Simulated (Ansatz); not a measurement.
The system is CdF2.

```
Cd F
1.0
     0.00000    2.69400    2.69400
     2.69400    0.00000    2.69400
     2.69400    2.69400    0.00000
Cd F
1 2
Direct
  0.00000 0.00000 0.00000
  0.75000 0.75000 0.75000
  0.25000 0.25000 0.25000
```

Base run:

| Property | Result |
| --- | --- |
| Program | Ansatz 0.2.0 |
| Functional | LDA |
| Potentials or basis | Ansatz PAW |
| Cutoff | 420 eV (not typed: the program's choice for these potentials) |
| k mesh | 9 × 9 × 9 |
| Occupations | fermi-dirac, width 0.05 eV |
| Spin | no spin polarisation |

Its results: band gap on the k mesh 2.84 eV, indirect (least direct gap 3.29 eV); pressure -5.7 GPa.

Q: The run is repeated on the same cell with these changes: functional from LDA to r2SCAN; cutoff from 420 eV (not typed: the program's choice for these potentials) to 500 eV (not typed: the program's choice for these potentials). What comes out?

A: Band gap on the k mesh 3.82 eV, indirect (least direct gap 4.31 eV); pressure 0.0 GPa.

r2SCAN gives the wider gap, since meta-GGAs in the generalised Kohn-Sham scheme recover part of the derivative discontinuity.

Caveats: the PAW data sets come from PBE, with cores solved anew for the run's functional, which leaves a small shift of forces and pressure.
